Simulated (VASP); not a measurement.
A run of VASP 6.6.1:

File POSCAR:

```
BP
1.0
    0.0000000000      2.2690000000      2.2690000000
    2.2690000000      0.0000000000      2.2690000000
    2.2690000000      2.2690000000      0.0000000000
P B
1 1
Direct
    0.7500000000      0.7500000000      0.7500000000
    0.0000000000      0.0000000000      0.0000000000
```

INCAR.step1

```
ALGO = Normal
EDIFF = 1E-5
ENCUT = 520
GGA = PE
ISIF = 2
ISMEAR = -1
LASPH = True
LCHARG = False
LREAL = False
LWAVE = True
NBANDS = 11
NELM = 60
PREC = Accurate
SIGMA = 0.05
```

Contents of INCAR.step2:

```
ALGO = Normal
EDIFF = 1E-7
ENCUT = 520
ISIF = 2
ISMEAR = -1
ISTART = 1
LASPH = True
LCHARG = False
LREAL = False
LWAVE = False
METAGGA = MBJ
NBANDS = 11
NELM = 60
PREC = Accurate
SIGMA = 0.05
```

Contents of KPOINTS:

```
k-points
0
Gamma
  10 10 10
```

The input KPOINTS_OPT:

```
path GXWKGLUWLK,UX
10
line-mode
reciprocal
 0.0000000000  0.0000000000  0.0000000000  G
 0.5000000000  0.0000000000  0.5000000000  X

 0.5000000000  0.0000000000  0.5000000000  X
 0.5000000000  0.2500000000  0.7500000000  W

 0.5000000000  0.2500000000  0.7500000000  W
 0.3750000000  0.3750000000  0.7500000000  K

 0.3750000000  0.3750000000  0.7500000000  K
 0.0000000000  0.0000000000  0.0000000000  G

 0.0000000000  0.0000000000  0.0000000000  G
 0.5000000000  0.5000000000  0.5000000000  L

 0.5000000000  0.5000000000  0.5000000000  L
 0.6250000000  0.2500000000  0.6250000000  U

 0.6250000000  0.2500000000  0.6250000000  U
 0.5000000000  0.2500000000  0.7500000000  W

 0.5000000000  0.2500000000  0.7500000000  W
 0.5000000000  0.5000000000  0.5000000000  L

 0.5000000000  0.5000000000  0.5000000000  L
 0.3750000000  0.3750000000  0.7500000000  K

 0.6250000000  0.2500000000  0.6250000000  U
 0.5000000000  0.0000000000  0.5000000000  X
```

Potentials or basis: VASP PAW PBE potentials, release 64 (P, B).

Command:

```bash
$ cat potpaw_PBE.64/P/POTCAR potpaw_PBE.64/B/POTCAR > POTCAR
$ cp INCAR.step1 INCAR
$ mpirun -np 1 vasp_std > vasp.out
$ cp INCAR.step2 INCAR
$ mpirun -np 1 vasp_std > vasp.out
```

Hardware: 1 thread of AMD EPYC 7R13 Processor (Zen 3), on a shared host.

Q: How long does it take, and how much memory?

A: Run time: 42 s on 1 thread of AMD EPYC 7R13 Processor (Zen 3) (shared host), peak memory 0.12 GiB. Counts: scf iterations 46, k points 47.
